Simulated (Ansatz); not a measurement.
**Relaxing Li**

Level of theory: Ansatz 0.2.0, DFT PBE, scalar-relativistic, plane waves, PAW. Cutoff 420 eV, Γ-centred k mesh, Gaussian smearing, no spin polarisation in the final step.

The start puts Li on the sites of a reported Ga cell (C2/c, No. 15), at a guessed volume.

```
CELL_PARAMETERS angstrom
1.44020 -4.19304 0.00000
1.44020 4.19304 0.00000
-0.12231 0.00000 3.46766
ATOMIC_POSITIONS crystal
Li 0.86900 0.13100 0.25000
Li 0.13100 0.86900 0.75000
```

Cell and atoms relax at zero pressure; the relaxation can't lower the symmetry of the start.

(1) Describe the relaxed structure.

(2) What are its volume, density and gap?

## Answers

(1) It ends in Fddd (No. 70). Conventional cell: a = 2.949 Å, b = 5.407 Å, c = 10.155 Å. Li has 10 Li at 2.95–3.08 Å and 4 Li at 3.63 Å.

```cif
data_structure
_symmetry_space_group_name_H-M 'Fddd:1'
_symmetry_Int_Tables_number 70
_cell_length_a 2.9488
_cell_length_b 5.4070
_cell_length_c 10.1552
_cell_angle_alpha 90.000
_cell_angle_beta 90.000
_cell_angle_gamma 90.000
_cell_volume 161.92
loop_
_atom_site_label
_atom_site_type_symbol
_atom_site_symmetry_multiplicity
_atom_site_Wyckoff_symbol
_atom_site_fract_x
_atom_site_fract_y
_atom_site_fract_z
_atom_site_occupancy
Li1 Li 8 b 0.75000 0.75000 0.75000 1
```

(2) The volume per atom is 20.24 Å³, the density is 0.57 g/cm³ and the gap on the 22×22×20 mesh is 0 eV (a metal).

The final run used a 22×22×20 mesh on its 2-atom cell and 0.10 eV smearing. Symmetry constrained the relaxation, so the result can be a saddle point. The steps took roughly 13 core-minutes in all.

This form isn't the element's structure at ambient conditions.